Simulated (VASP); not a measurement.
## H: single point with RPBE+D3(BJ)

Molecule: H, in a box.

```
H
1.0
    10.50000    0.00000    0.00000
     0.00000   11.00000    0.00000
     0.00000    0.00000   11.50000
H
1
Direct
  0.50000 0.50455 0.50000
```

```json
{
  "Program": "VASP 6.6.1",
  "Task": "single point",
  "Functional": "RPBE",
  "Dispersion": "D3(BJ)",
  "Potentials or basis": "VASP PAW PBE potentials, release 64 (H)",
  "Cutoff": "400 eV",
  "k mesh": "1 × 1 × 1",
  "Occupations": "gaussian, width 0.01 eV",
  "Spin": "collinear spin, ferromagnetic start",
  "Starting moments": "[1.1] μB",
  "Fixed moment": "1 μB",
  "Further INCAR settings": "ALGO = Normal; EDIFF = 1e-07; ISYM = 0"
}
```

The net moment is 1.00 μB per cell, the site moments are H +0.38 μB and the valence electrons inside the program's atomic spheres are H 0.38. The dispersion energy per atom is 0.000 eV.

Run time: 26 s on 4 MPI ranks on Intel(R) Xeon(R) 6975P-C (Granite Rapids), with other jobs on the host, peak memory 0.36 GiB a rank.

Caveat: the total moment is fixed, so each spin has its own Fermi level.
